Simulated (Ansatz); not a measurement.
# Al2Ru: properties at the relaxed cell

Aim: for Al2Ru, fit an equation of state.

Method: DFT r2SCAN, scalar-relativistic, plane waves, PAW, in Ansatz 0.2.0.

1 further run of the same task is left out (set aside as unsound or not needed).

### 1 The starting structure

Symmetry: I4/mmm, No. 139, tetragonal system. The conventional cell has a = 3.122 Å, b = 3.122 Å, c = 8.445 Å, α = 90.00°, β = 90.00°, γ = 90.00°. Al (site symmetry 4mm) is surrounded by 5 Ru at 2.58 to 2.88 Å and 5 Al at 2.69 Å. Around Ru (site symmetry 4/mmm) lie 10 Al at 2.58 to 2.88 Å.

Coordinates:

```cif
data_structure
_symmetry_space_group_name_H-M 'P 1'
_symmetry_Int_Tables_number 1
_cell_length_a 4.7647
_cell_length_b 4.7647
_cell_length_c 4.7647
_cell_angle_alpha 141.754
_cell_angle_beta 141.754
_cell_angle_gamma 55.200
_cell_volume 41.15
loop_
_atom_site_label
_atom_site_type_symbol
_atom_site_fract_x
_atom_site_fract_y
_atom_site_fract_z
_atom_site_occupancy
Al1 Al 0.65909 0.65909 0.00000 1
Al2 Al 0.34091 0.34091 0.00000 1
Ru1 Ru 0.00000 0.00000 0.00000 1
```

It goes back to an entry of the Materials Project, which need not be the stable form.

This cell was relaxed beforehand with the same method: volume 13.72 Å³/atom, gap on the mesh none (metal).

### 2 Point at V/V0 = 0.97

input.yaml reads:

```yaml
crystal:
  lattice:
    - [-1.5451424066, 1.5451424066, 4.1798373556]
    - [1.5451424066, -1.5451424066, 4.1798373556]
    - [1.5451424066, 1.5451424066, -4.1798373556]
  atoms:
    - { symbol: Al, position: [0.6590940356, 0.6590940356, 0.0] }
    - { symbol: Al, position: [0.3409059644, 0.3409059644, 0.0] }
    - { symbol: Ru, position: [0.0, 0.0, 0.0] }
basis:
  ecutwfc: 500
kpoints:
  mp_grid: { grid: [18, 18, 18] }
hamiltonian:
  xc: r2scan
scf:
  occupations: { method: gaussian, width: 0.1 }
output:
  forces: true
  stress: true
  eigenvalues: true
relax:
  adjacent_minimum: "off"
  f_tol: 0.01
  max_steps: 30
  cell: { stress_tol: 0.1, fix: [volume] }
```

Started as:

```
ansatz run input.yaml --threads 1 --pin off --max-ram 2560MiB --backend cpu --events-out ev --progress --plain --runs-dir out
```

### 3 Point at V/V0 = 1.03

Changes to input.yaml since step 2:

```diff
@@ -2,5 +2,5 @@
   lattice:
-    - [-1.5451424066, 1.5451424066, 4.1798373556]
-    - [1.5451424066, -1.5451424066, 4.1798373556]
-    - [1.5451424066, 1.5451424066, -4.1798373556]
+    - [-1.576365817, 1.576365817, 4.2643012709]
+    - [1.576365817, -1.576365817, 4.2643012709]
+    - [1.576365817, 1.576365817, -4.2643012709]
   atoms:
```

### 4 Point at V/V0 = 0.94

input.yaml reads:

```yaml
crystal:
  lattice:
    - [-1.5296973209, 1.5296973209, 4.1327726433]
    - [1.5296973209, -1.5296973209, 4.1327726433]
    - [1.5296973209, 1.5296973209, -4.1327726433]
  atoms:
    - { symbol: Al, position: [0.659721783, 0.659721783, 0.0] }
    - { symbol: Al, position: [0.340278217, 0.340278217, 0.0] }
    - { symbol: Ru, position: [0.0, 0.0, 0.0] }
basis:
  ecutwfc: 500
kpoints:
  mp_grid: { grid: [18, 18, 18] }
hamiltonian:
  xc: r2scan
scf:
  occupations: { method: gaussian, width: 0.1 }
output:
  forces: true
  stress: true
  eigenvalues: true
relax:
  adjacent_minimum: "off"
  f_tol: 0.01
  max_steps: 30
  cell: { stress_tol: 0.1, fix: [volume] }
```

### 5 The cell scaled to 1.06 of its volume

input.yaml reads:

```yaml
crystal:
  lattice:
    - [-1.5905615792, 1.5905615792, 4.3105189887]
    - [1.5905615792, -1.5905615792, 4.3105189887]
    - [1.5905615792, 1.5905615792, -4.3105189887]
  atoms:
    - { symbol: Al, position: [0.6584117456, 0.6584117456, 0.0] }
    - { symbol: Al, position: [0.3415882544, 0.3415882544, 0.0] }
    - { symbol: Ru, position: [0.0, 0.0, 0.0] }
basis:
  ecutwfc: 500
kpoints:
  mp_grid: { grid: [18, 18, 18] }
hamiltonian:
  xc: r2scan
scf:
  occupations: { method: gaussian, width: 0.1 }
output:
  forces: true
  stress: true
  eigenvalues: true
relax:
  adjacent_minimum: "off"
  f_tol: 0.01
  max_steps: 30
  cell: { stress_tol: 0.1, fix: [volume] }
```

### 6 Volume × 0.91

input.yaml reads:

```yaml
crystal:
  lattice:
    - [-1.5134629556, 1.5134629556, 4.0871678561]
    - [1.5134629556, -1.5134629556, 4.0871678561]
    - [1.5134629556, 1.5134629556, -4.0871678561]
  atoms:
    - { symbol: Al, position: [0.6602891256, 0.6602891256, 0.0] }
    - { symbol: Al, position: [0.3397108744, 0.3397108744, 0.0] }
    - { symbol: Ru, position: [0.0, 0.0, 0.0] }
basis:
  ecutwfc: 500
kpoints:
  mp_grid: { grid: [18, 18, 18] }
hamiltonian:
  xc: r2scan
scf:
  occupations: { method: gaussian, width: 0.1 }
output:
  forces: true
  stress: true
  eigenvalues: true
relax:
  adjacent_minimum: "off"
  f_tol: 0.01
  max_steps: 30
  cell: { stress_tol: 0.1, fix: [volume] }
```

### 7 Volume × 1.10

input.yaml reads:

```yaml
crystal:
  lattice:
    - [-1.6093111652, 1.6093111652, 4.3695559939]
    - [1.6093111652, -1.6093111652, 4.3695559939]
    - [1.6093111652, 1.6093111652, -4.3695559939]
  atoms:
    - { symbol: Al, position: [0.6577090956, 0.6577090956, 0.0] }
    - { symbol: Al, position: [0.3422909044, 0.3422909044, 0.0] }
    - { symbol: Ru, position: [0.0, 0.0, 0.0] }
basis:
  ecutwfc: 500
kpoints:
  mp_grid: { grid: [18, 18, 18] }
hamiltonian:
  xc: r2scan
scf:
  occupations: { method: gaussian, width: 0.1 }
output:
  forces: true
  stress: true
  eigenvalues: true
relax:
  adjacent_minimum: "off"
  f_tol: 0.01
  max_steps: 30
  cell: { stress_tol: 0.1, fix: [volume] }
```

(Steps that only read results are left out.)

What does the calculation give? Wanted: equilibrium volume of the fit; bulk modulus.

As calculated:

| quantity | value |
| --- | --- |
| equilibrium volume of the fit | 13.72 Å³/atom |
| bulk modulus | 183 GPa |
| its pressure derivative | 4.4 |

The fit puts the minimum at 13.72 Å³/atom with B = 183 GPa and B' = 4.4.
